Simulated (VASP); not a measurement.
Crystal: Cu3Au (Auricupride).

```
CELL_PARAMETERS angstrom
3.74000 0.00000 0.00000
0.00000 3.74000 0.00000
0.00000 0.00000 3.74000
ATOMIC_POSITIONS crystal
Au 0.00000 0.00000 0.00000
Cu 0.50000 0.50000 0.00000
Cu 0.50000 0.00000 0.50000
Cu 0.00000 0.50000 0.50000
```

| Item | Value |
| --- | --- |
| Program | VASP 6.6.1 |
| Task | relaxation of cell and atoms |
| Functional | PBEsol |
| Dispersion | D4 |
| Potentials or basis | VASP PAW PBE potentials, release 64 (Au, Cu) |
| Cutoff | 600 eV |
| k mesh | 7 × 7 × 7 |
| Occupations | fermi-dirac, width 0.05 eV |
| Spin | no spin polarisation |

At the start: pressure -6.6 GPa; volume 13.08 Å³/atom.

**Question.** Where does the relaxation end?

**Answer.** Over 3 steps the energy falls by 11.6 meV/atom and the volume is 12.55 Å³/atom (-4.1 %); space group Pm-3m (No. 221, to 0.05 Å).

The path:
```csv
step,energy change (eV),largest force (eV/Å),pressure (GPa),volume (Å³)
1,0.0000,0.0000,-6.61,52.31
2,-0.0048,0.0000,7.48,48.33
3,-0.0466,0.0000,-0.01,50.19
```

Final structure:
```
Au Cu
1.0
     3.68875    0.00000    0.00000
     0.00000    3.68875    0.00000
     0.00000    0.00000    3.68875
Au Cu
1 3
Cartesian
  0.0000 0.0000 0.0000
  1.8444 1.8444 0.0000
  1.8444 0.0000 1.8444
  0.0000 1.8444 1.8444
```

Caveat: the PAW data sets were made with another functional, which shifts forces and pressure a little; pairwise dispersion overbinds metals, which lowers pressure and volume.
